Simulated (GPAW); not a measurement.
# BN in GPAW: convergence with empty bands an atom in the response

Input of the first run (empty bands an atom in the response 2); the others differ in this setting and in those tied to it:

Contents of run.py:

```python
import numpy as np
from ase.dft.bandgap import bandgap
from ase.io import read, write
from gpaw import GPAW, PW
from gpaw.response.df import DielectricFunction

atoms = read('POSCAR')

calc = GPAW(mode=PW(650),
            xc='PBE',
            kpts={'size': (10, 10, 4), 'gamma': True},
            occupations={'name': 'fermi-dirac', 'width': 0.001},
            nbands=18,
            convergence={'density': 1e-06},
            maxiter=150,
            txt='gpaw.txt')
atoms.calc = calc
energy = atoms.get_potential_energy()
calc.write('gs.gpw')
write('result.traj', atoms)
print(f'Energy: {energy:.6f} eV')
print('Fermi level:', round(calc.get_fermi_level(), 4), 'eV')
print(f'Gap: {bandgap(calc)[0]:.4f} eV, direct: {bandgap(calc, direct=True)[0]:.4f} eV')

for size in [(12, 12, 4)]:
    name = 'x'.join(str(n) for n in size)
    dense = calc.fixed_density(kpts={'size': size, 'gamma': True},
                               nbands=22, convergence={'bands': 16, 'eigenstates': 1e-7},
                               update_fermi_level=True, txt=f'dense-{name}.txt')
    dense.write(f'{name}.gpw', mode='all')
    df = DielectricFunction(f'{name}.gpw', frequencies=np.array([0.0]), hilbert=False, eta=0.001,
                            ecut=80, nbands=16, intraband=False, txt=f'df-{name}.txt')
    for xc in ['RPA']:
        for direction in ['x', 'y', 'z', [0, 1, 1], [1, 0, 1], [1, 1, 0]]:
            e0, e = df.get_macroscopic_dielectric_constant(xc=xc, direction=direction)
            print(f'{name} {xc} {direction}: {e0:.4f} without, {e:.4f} with local fields')
```

The input POSCAR:

```
BN
1.0
    2.4982400000      0.0000000000      0.0000000000
   -1.2491200000      2.1635393048      0.0000000000
    0.0000000000      0.0000000000      6.6357000000
N B
2 2
Direct
    0.6666666667      0.3333333333      0.2500000000
    0.3333333333      0.6666666667      0.7500000000
    0.6666666667      0.3333333333      0.7500000000
    0.3333333333      0.6666666667      0.2500000000
```

Potentials or basis: GPAW PAW data sets (gpaw-data 1.2.1), pw.

Launch:

```bash
$ OMP_NUM_THREADS=1 python run.py
```

Hardware: 1 thread of AMD EPYC 7B13 (Zen 3), with other jobs on the host.

Problem. The values tried are 2, 3, 5, 8, 12, 18, 26, loosest first. From which on does the dielectric constant stay within 0.05 of the tightest run that finished?

Solution. From 3 on.

| empty bands an atom in the response | dielectric constant | SCF cycles | CPU time (s) | peak memory (GiB) |
| --- | --- | --- | --- | --- |
| 2 | 3.776 | 12 | 33 | 0.32 |
| 3 | 3.871 | 12 | 36 | 0.33 |
| 5 | 3.898 | 12 | 46 | 0.34 |
| 8 | 3.905 | 12 | 68 | 0.36 |
| 12 | 3.908 | 12 | 88 | 0.39 |
| 18 | 3.910 | 12 | 150 | 0.43 |
| 26 | 3.911 | 12 | 290 | 0.48 |

The tightest run that finished is the yardstick and may itself not be fully converged.

Caveat, for the tightest run too: the long-wavelength limit can be off by a per cent or two.
